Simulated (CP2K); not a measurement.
ZnO, 2 atoms in the cell. Symmetry: Cmmm, No. 65, orthorhombic system. The conventional cell has a = 2.866 Å, b = 7.054 Å, c = 2.838 Å, α = 90.00°, β = 90.00°, γ = 90.00°. Around Zn (site symmetry mmm) lie 4 O at 2.02 Å. Around O (site symmetry mmm) lie 4 Zn at 2.02 Å. The cell was built by a generator and needn't be a form met in nature.

| Item | Value |
| --- | --- |
| Program | CP2K 2026.2 |
| Task | atomic charges |
| Functional | PBE |
| Potentials or basis | GTH_POTENTIALS Zn GTH-PBE-q12, O GTH-PBE-q6; SZV-MOLOPT-SR-GTH basis |
| Density cutoff | 9524 eV |
| k mesh | 10 × 10 × 9 |
| Occupations | fermi-dirac, width 0.05 eV |
| Spin | no spin polarisation |
| SCF solver | diagonalisation with k points |
| Quickstep method | GPW |
| EPS_DEFAULT | 1.0E-10 |
| EPS_SCF | 1.0E-6 |
| MAX_SCF | 100 |
| SCF_GUESS | ATOMIC |
| k points reduced by the point group | yes |
| Mesh centred on Gamma | yes |
| CHOLESKY | OFF |
| EPS_EIGVAL | 1.0E-7 |
| MIXING METHOD | BROYDEN_MIXING |
| MIXING ALPHA | 0.4 |
| NBUFFER | 8 |
| NGRIDS | 4 |
| Basis sets | Zn SZV-MOLOPT-SR-GTH-q12, O SZV-MOLOPT-SR-GTH-q6 |
| Potentials | Zn GTH-PBE-q12 of GTH_POTENTIALS, O GTH-PBE-q6 of GTH_POTENTIALS |
| ADDED_MOS | [4] |
| Hirshfeld SHAPE_FUNCTION | GAUSSIAN |
| VORONOI_RADII | VDW |
| REL_CUTOFF (Ry) | 60 Ry |
| MIXING BETA (1/bohr) | 1.5 1/bohr |
| CUTOFF of the grids | 700 Ry |

Potentials or basis: GTH_POTENTIALS Zn GTH-PBE-q12, O GTH-PBE-q6; SZV-MOLOPT-SR-GTH basis.

Run with:

```bash
$ OMP_NUM_THREADS=1 cp2k.psmp -i zno_charges.inp -o zno_charges.out
```

Hardware: 1 thread of Arm Neoverse V2, on a shared host.

Problem. How long does it take, and how much memory?

Solution. It took 18 s on 1 thread of Arm Neoverse V2, on a shared host, peak memory 0.27 GiB. Counts: scf iterations 16, k points 155, basis 13, bands 13, force evaluations 1.
